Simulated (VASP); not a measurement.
# WS2 (R3m) in VASP: further runs

Runs on WS2. Level: r2SCAN. Tasks: single point.

Everything below comes from runs of VASP 6.6.1. Logs are shortened: lines on timing, memory, paths and dates and some standing lists are left out, and cuts for length are marked.

## (1) Starting point

The structure is trigonal, space group R3m (No. 160). Conventional cell: a = 3.158 Å, b = 3.158 Å, c = 18.490 Å, α = 90.00°, β = 90.00°, γ = 120.00°. W (site symmetry 3m) is surrounded by 6 S at 2.39 to 2.42 Å. S (site symmetry 3m) is surrounded by 3 W at 2.42 Å. S (site symmetry 3m) has 3 W at 2.39 Å as nearest neighbours.

Measurements of this composition are mostly on another form, of space group No. 194.

## (2) Single point, r2SCAN

INCAR

```
  ADDGRID = F
  ALGO = Normal
  EDIFF = 1E-6
  ENCUT = 400
  ISIF = 2
  ISMEAR = 0
  LASPH = T
  LCHARG = F
  LMIXTAU = T
  LREAL = F
  LWAVE = F
  METAGGA = R2SCAN
  NELM = 100
  PREC = Low
  SIGMA = 0.05
```

KPOINTS

```
k-points
0
Gamma
  5 5 5
```

POSCAR

```
WS2
1.0
    1.5790000000      0.9116360751      6.1633333333
   -1.5790000000      0.9116360751      6.1633333333
    0.0000000000     -1.8232721501      6.1633333333
W S
1 2
Direct
    0.0000000000      0.0000000000      0.0000000000
    0.5810000000      0.5810000000      0.5810000000
    0.7503000000      0.7503000000      0.7503000000
```

Potentials or basis: VASP PAW PBE potentials, release 64 (W_sv, S).

Run with:

```bash
cat potpaw_PBE.64/W_sv/POTCAR potpaw_PBE.64/S/POTCAR > POTCAR
mpirun -np 1 vasp_std > vasp.out
```

OUTCAR:

```text
EDIFF = 1E-6
   ENCUT = 400
   ISIF = 2
   ISMEAR = 0
   LASPH = T
   LREAL = F
   METAGGA = R2SCAN
   NELM = 100
   PREC = Low

 Found     19 irreducible k-points:

 Following reciprocal coordinates:
            Coordinates               Weight
  0.000000  0.000000  0.000000      1.000000
  0.200000 -0.000000  0.000000      6.000000
  0.400000  0.000000 -0.000000      6.000000
  0.200000  0.200000  0.000000      6.000000
  0.400000  0.200000  0.000000     12.000000
 -0.400000  0.200000  0.000000     12.000000
   k-points           NKPTS =     19   k-points in BZ     NKDIM =     19   number of bands    NBANDS=     17
   number of dos      NEDOS =    301   number of ions     NIONS =      3
   total plane-waves  NPLWV =  32768
   dimension x,y,z NGX =    32 NGY =   32 NGZ =   32
   dimension x,y,z NGXF=    32 NGYF=   32 NGZF=   32
   ions per type =               1   2
   NGX,Y,Z   is equivalent  to a cutoff of   8.28,  8.28,  8.28 a.u.
   NGXF,Y,Z  is equivalent  to a cutoff of   8.28,  8.28,  8.28 a.u.
 SYSTEM =  unknown system
   PREC   = low       normal or accurate (medium, high low for compatibility)
   ISTART =      0    job   : 0-new  1-cont  2-samecut
   ICHARG =      2    charge: 1-file 2-atom 10-const
   ISPIN  =      1    spin polarized calculation?
   LNONCOLLINEAR =      F non collinear calculations
   LSORBIT =      F    spin-orbit coupling
   LASPH  =      T    aspherical Exc in radial PAW
   ENCUT  =  400.0 eV  29.40 Ry    5.42 a.u.  10.48 10.48 10.48*2*pi/ulx,y,z
   NELM   =    100;   NELMIN=  2; NELMDL= -5     # of ELM steps
   EDIFF  = 0.1E-05   stopping-criterion for ELM
   LREAL  =      F    real-space projection
   EDIFFG = 0.1E-04   stopping-criterion for IOM
   NSW    =      0    number of steps for IOM
   IBRION =     -1    ionic relax: 0-MD 1-quasi-New 2-CG
   NFREE  =      0    steps in history (QN), initial steepest desc. (CG)
   ISIF   =      2    stress and relaxation
   ISYM   =      2    0-nonsym 1-usesym 2-fastsym
   POTIM  = 0.5000    time-step for ionic-motion
   TEBEG  =    0.0;   TEEND  =   0.0 temperature during run
   PSTRESS=    0.0 pullay stress
   NELECT =      26.0000    total number of electrons
   NUPDOWN=      -1.0000    fix difference up-down
   EMIN   =  10.00;   EMAX   =-10.00  energy-range for DOS
   EFERMI =   0.00;   METHOD = LEGACY
   ISMEAR =     0;   SIGMA  =   0.05  broadening in eV -4-tet -1-fermi 0-gaus
   EFERMI_NEDOS =   21; number of points for ismear=-14 and -15
   IALGO  =     38    algorithm
   IMIX   =      4    mixing-type and parameters
     AMIX     =   0.40;   BMIX     =  1.00
     AMIX_MAG =   1.60;   BMIX_MAG =  1.00
  volume/ion in A,a.u.               =      17.74       119.74
  Fermi-wavevector in a.u.,A,eV,Ry     =   1.289266  2.436359 22.615687  1.662206
  Thomas-Fermi vector in A             =   2.421169
   LORBIT       =      0    0 simple, 1 ext, 2 COOP (PROOUT), +10 PAW based schemes
   METAGGA = R2SCAN    functional components
   LHFCALC =     F    Hartree Fock is set to
   AEXX    =    0.0000 exact exchange contribution
   IVDW    =     0    specifies the selected vdW correction
   LEPSILON=     F    determine dielectric tensor
   LRPA    =     F    only Hartree local field effects (RPA)
 non-spin polarized calculation
 Gauss-broadening in eV      SIGMA  =   0.05
  energy-cutoff  :      400.00
  volume of cell :       53.23
 maximum number of plane-waves:       974
   NGX = 21   NGY = 21   NGZ = 21

 number of electron      26.0000251 magnetization

 Free energy of the ion-electron system (eV)
  ---------------------------------------------------
  ext. energy  EPLUGINS =         0.00000000
  ---------------------------------------------------
  free energy    TOTEN  =       -70.04948811 eV

  energy without entropy =      -70.04948811  energy(sigma->0) =      -70.04948811

 E-fermi :   7.7015     XC(G=0): -11.6648

 val. band max:        7.3200142452   @ k =   0.4000   0.4000   0.4000
 cond. band min:       8.5615153709   @ k =  -0.2000   0.2000   0.0000
 fundamental gap:      1.2415011257
 Fermi energy:         7.7015170849

 k-point     1 :       0.0000    0.0000    0.0000
  band No.  band energies     occupation
      1     -69.2529      2.00000
      2     -32.8616      2.00000
      3     -32.6793      2.00000
      4     -32.6793      2.00000
      5      -9.0327      2.00000
      6      -6.9639      2.00000
[... 9 lines left out ...]
     16      10.0427      0.00000
     17      10.0427      0.00000

 k-point     2 :       0.2000   -0.0000    0.0000
  band No.  band energies     occupation
      1     -69.2455      2.00000
      2     -32.8363      2.00000
      3     -32.8151      2.00000
      4     -32.7108      2.00000
      5      -8.3590      2.00000
      6      -6.7728      2.00000
[... 9 lines left out ...]
     16      10.1589      0.00000
     17      10.6745      0.00000

 k-point     3 :       0.4000    0.0000   -0.0000
  band No.  band energies     occupation
      1     -69.2336      2.00000
      2     -33.0287      2.00000
      3     -32.7950      2.00000
      4     -32.7614      2.00000
      5      -6.9921      2.00000
      6      -6.4015      2.00000
[... 9 lines left out ...]
     16      11.2058      0.00000
     17      11.3852      0.00000

 k-point     4 :       0.2000    0.2000    0.0000
  band No.  band energies     occupation
      1     -69.2455      2.00000
      2     -32.8363      2.00000
      3     -32.8151      2.00000
      4     -32.7108      2.00000
      5      -8.3352      2.00000
      6      -6.8159      2.00000
[... 9 lines left out ...]
     16      10.1694      0.00000
     17      10.7836      0.00000

 k-point     5 :       0.4000    0.2000    0.0000
  band No.  band energies     occupation
      1     -69.2359      2.00000
      2     -32.9542      2.00000
      3     -32.8029      2.00000
      4     -32.7873      2.00000
      5      -7.2675      2.00000
      6      -6.5181      2.00000
[... 9 lines left out ...]
     16      10.3957      0.00000
     17      11.9222      0.00000

 k-point     6 :      -0.4000    0.2000    0.0000
  band No.  band energies     occupation
      1     -69.2299      2.00000
      2     -33.0201      2.00000
      3     -32.8531      2.00000
      4     -32.7823      2.00000
      5      -6.4746      2.00000
      6      -6.2380      2.00000
[... 9 lines left out ...]
     16      10.5828      0.00000
     17      12.2163      0.00000

 [... further k-points ...]
[... 5 lines left out ...]
  --------------------------------------------------------------------------------------
  -------------------------------------------------------------------------------------
  Total        1.0541032      1.0541032      0.6456770      0.0000000      0.0000000      0.0000000
  in kB       31.7265742     31.7265742     19.4336928      0.0000000      0.0000000      0.0000000
  external PRESSURE =      27.6289470 kB  Pullay stress =       0.0000000 kB

 VOLUME and BASIS-vectors are now :
 -----------------------------------------------------------------------------
  energy-cutoff  :      400.00
  volume of cell :       53.23
      direct lattice vectors                 reciprocal lattice vectors
     1.579000000  0.911636075  6.163333333     0.316656111  0.182821491  0.054083288
    -1.579000000  0.911636075  6.163333333    -0.316656111  0.182821491  0.054083288
     0.000000000 -1.823272150  6.163333333     0.000000000 -0.365642982  0.054083288

 POSITION                                       TOTAL-FORCE (eV/Angst)
 -----------------------------------------------------------------------------------
      0.00000      0.00000      0.00000         0.000000     -0.000000     -0.630563
      0.00000      0.00000     10.74269         0.000000      0.000000      0.345308
      0.00000      0.00000     13.87305         0.000000      0.000000      0.285256
 -----------------------------------------------------------------------------------
    total drift:                               -0.000000      0.000008      0.033629

  FREE ENERGIE OF THE ION-ELECTRON SYSTEM (eV)
  ---------------------------------------------------
  free  energy   TOTEN  =       -70.0494881138 eV

  energy  without entropy=      -70.0494881138  energy(sigma->0) =      -70.04948811
```

OSZICAR:

```text
N       E                     dE             d eps       ncg     rms          rms(c)
DAV:   1     0.124354638766E+03    0.12435E+03   -0.11787E+04   646   0.129E+03
DAV:   2    -0.698844343653E+02   -0.19424E+03   -0.19093E+03   830   0.350E+02
DAV:   3    -0.774337947580E+02   -0.75494E+01   -0.73198E+01   825   0.678E+01
DAV:   4    -0.775307402937E+02   -0.96946E-01   -0.96806E-01   846   0.814E+00
DAV:   5    -0.775323048262E+02   -0.15645E-02   -0.15644E-02   828   0.105E+00    0.289E+01
DAV:   6    -0.720707445994E+02    0.54616E+01   -0.68679E+00   725   0.259E+01    0.111E+01
DAV:   7    -0.694945922197E+02    0.25762E+01   -0.21118E+00   742   0.928E+00    0.425E+00
DAV:   8    -0.700216703227E+02   -0.52708E+00   -0.87958E-01   654   0.674E+00    0.288E+00
DAV:   9    -0.700450269209E+02   -0.23357E-01   -0.90411E-02   663   0.214E+00    0.486E-01
DAV:  10    -0.700440310232E+02    0.99590E-03   -0.28231E-02   659   0.130E+00    0.341E-01
DAV:  11    -0.700487919832E+02   -0.47610E-02   -0.49264E-03   661   0.625E-01    0.984E-02
DAV:  12    -0.700493614424E+02   -0.56946E-03   -0.10743E-03   746   0.286E-01    0.552E-02
DAV:  13    -0.700491091347E+02    0.25231E-03   -0.70889E-04   669   0.227E-01    0.449E-02
DAV:  14    -0.700494747274E+02   -0.36559E-03   -0.42355E-04   648   0.170E-01    0.159E-02
DAV:  15    -0.700494867749E+02   -0.12047E-04   -0.10405E-05   753   0.284E-02    0.296E-03
DAV:  16    -0.700494880499E+02   -0.12750E-05   -0.12084E-06   364   0.104E-02    0.472E-03
DAV:  17    -0.700494881138E+02   -0.63893E-07   -0.39339E-07   326   0.594E-03
   1 F= -.70049488E+02 E0= -.70049488E+02  d E =-.234888E-28
```

stdout:

```text
POSCAR found type information on POSCAR W S
 POSCAR found :  2 types and       3 ions
 scaLAPACK will be used
 -----------------------------------------------------------------------------
|                                                                             |
|                                                                             |
|     You enforced a specific xc type in the INCAR file but a different       |
|     I HOPE YOU KNOW WHAT YOU ARE DOING!                                     |
|                                                                             |
 -----------------------------------------------------------------------------

 LDA part: xc-table for (None), standard interpolation
 POSCAR, INCAR and KPOINTS ok, starting setup
 FFT: planning ... GRIDC
 FFT: planning ... GRID_SOFT
 FFT: planning ... GRID
 WAVECAR not read
 entering main loop
```

Wall time 46 s (1 thread of Intel Xeon Platinum 8488C (Sapphire Rapids), shared host); peak memory 0.13 GiB.

These settings aren't checked as converged: the numbers below hold their error.

Results:

```yaml
Free_energy: -70.0495 eV
Pressure: 2.8 GPa
Largest_force: 0.631 eV/Å
Band_gap_on_the_k_mesh: 1.24 eV, indirect (least direct gap 2.48 eV)
```

Caveat: the k mesh is coarse (spacing up to 0.46 Å⁻¹), so the values aren't converged; the PAW data sets were made with another functional, which shifts forces and pressure a little; spin-orbit coupling is left out, which moves the levels of the heavy elements; an odd mesh through Γ misses points on the zone boundary, where band edges often lie.

## (3) Single point, r2SCAN

Changes to INCAR since step 2:

```diff
@@ -13,3 +13,3 @@
   NELM = 100
-  PREC = Low
+  PREC = Normal
   SIGMA = 0.05
```

KPOINTS is that of step 2.

POSCAR is that of step 2.

Potentials or basis: VASP PAW PBE potentials, release 64 (W_sv, S).

Run with:

```bash
cat potpaw_PBE.64/W_sv/POTCAR potpaw_PBE.64/S/POTCAR > POTCAR
mpirun -np 1 vasp_std > vasp.out
```

Run time: 43 s. Hardware: 1 thread of Intel Xeon Platinum 8488C (Sapphire Rapids), shared host; peak memory 0.18 GiB.

The run converged, but some of its settings lie outside the range that counts as converged, so its numbers aren't taken as properties of the crystal.

What came out:

```yaml
Free_energy: -70.0472 eV
Pressure: 2.8 GPa
Largest_force: 0.618 eV/Å
Band_gap_on_the_k_mesh: 1.24 eV, indirect (least direct gap 2.48 eV)
```

Caveat: the k mesh is coarse (spacing up to 0.46 Å⁻¹), so the values aren't converged; the PAW data sets were made with another functional, which shifts forces and pressure a little; spin-orbit coupling is left out, which moves the levels of the heavy elements; an odd mesh through Γ misses points on the zone boundary, where band edges often lie.

(Continued in part 2 of 2.)
